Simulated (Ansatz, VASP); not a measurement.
KBr: VASP beside Ansatz

```
K Br
1.0
     0.00000    3.34649    3.34649
     3.34649    0.00000    3.34649
     3.34649    3.34649    0.00000
K Br
1 1
Direct
  0.00000 0.00000 0.00000
  0.50000 0.50000 0.50000
```

Change from the starting cell: volume scaled by 1.05, PAW files.

Alike in both runs: task electric field gradients; functional PBE; k mesh 7 × 7 × 7; occupations fermi-dirac, width 0.01 eV; no spin polarisation.

```csv
,VASP,Ansatz
version,VASP 6.6.1,Ansatz 0.2.0
potentials or method,"VASP PAW PBE potentials, release 64 (K_sv, Br)","PAW with Ansatz's default frozen-core files, scalar-relativistic"
plane-wave cutoff (eV),520,420
valence electrons in the cell,16,16
```

VASP gave:

- gap on the k mesh at the Fermi level (eV): 4.32
- pressure (GPa): 0.1
- Vzz of the field gradient on the site that differs most (V/Å²): 0.0

**Question.** Estimate Ansatz's values.

**Answer.** gap on the k mesh at the Fermi level (eV): 4.33; pressure (GPa): 0.1; Vzz of the field gradient on the site that differs most (V/Å²): 0.0.

With one functional, cell and mesh, what is left measures potentials, basis and numerics.

Caveats: an odd mesh through Γ misses points on the zone boundary, where band edges often lie.
